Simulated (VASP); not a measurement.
Write the native input for VASP 6.6.1 that does the following.

* Task: single point
* Functional: r2SCAN
* Potentials or basis: VASP PAW PBE potentials, release 64 (Sn_d, Se)
* Cutoff: 520 eV
* k mesh: 5 × 5 × 5
* Occupations: gaussian, width 0.01 eV
* Spin: no spin polarisation
* Dipole correction: no
* Further INCAR settings: ALGO = Normal; EDIFF = 1e-06; NBANDS = 17

The system is SnSe.

```
Sn Se
1.0
     0.00000    2.98980    2.98980
     2.98980    0.00000    2.98980
     2.98980    2.98980    0.00000
Sn Se
1 1
Direct
  0.00000 0.00000 0.00000
  0.50000 0.50000 0.50000
```

Measurements of this composition are mostly on another form, of space group No. 62.

The input as run:

POSCAR

```
SnSe
1.0
    0.0000000000      2.9897980490      2.9897980490
    2.9897980490      0.0000000000      2.9897980490
    2.9897980490      2.9897980490      0.0000000000
Sn Se
1 1
Direct
    0.0000000000      0.0000000000      0.0000000000
    0.5000000000      0.5000000000      0.5000000000
```

INCAR.step1

```
  PREC = Accurate
  ENCUT = 520
  ISMEAR = 0
  SIGMA = 0.01
  LREAL = F
  LASPH = T
  NELM = 100
  NBANDS = 17
  GGA = PE
  ALGO = Normal
  EDIFF = 1E-4
  LWAVE = T
  LCHARG = F
```

INCAR.step2

```
  PREC = Accurate
  ENCUT = 520
  EDIFF = 1E-6
  ISMEAR = 0
  SIGMA = 0.01
  LREAL = F
  LASPH = T
  NELM = 100
  ALGO = Normal
  ISIF = 2
  LWAVE = F
  LCHARG = T
  METAGGA = R2SCAN
  LMIXTAU = T
  LELF = T
  LVHAR = T
  NBANDS = 17
  ISTART = 1
```

KPOINTS

```
regular mesh
0
Gamma
  5 5 5
```

Potentials or basis: VASP PAW PBE potentials, release 64 (Sn_d, Se).

The run is started by

```bash
$ cat potpaw_PBE.64/Sn_d/POTCAR potpaw_PBE.64/Se/POTCAR > POTCAR
$ cp INCAR.step1 INCAR
$ mpirun -np 1 vasp_std > vasp.out
$ cp INCAR.step2 INCAR
$ mpirun -np 1 vasp_std > vasp.out
```

Results of the run:

```yaml
Pressure: 0.9 GPa
```

Caveat: the PAW data sets were made with another functional, which shifts forces and pressure a little.

Run time: 33 s on 1 thread of Intel(R) Xeon(R) Platinum 8488C (Sapphire Rapids), on a shared host, peak memory 0.18 GiB.
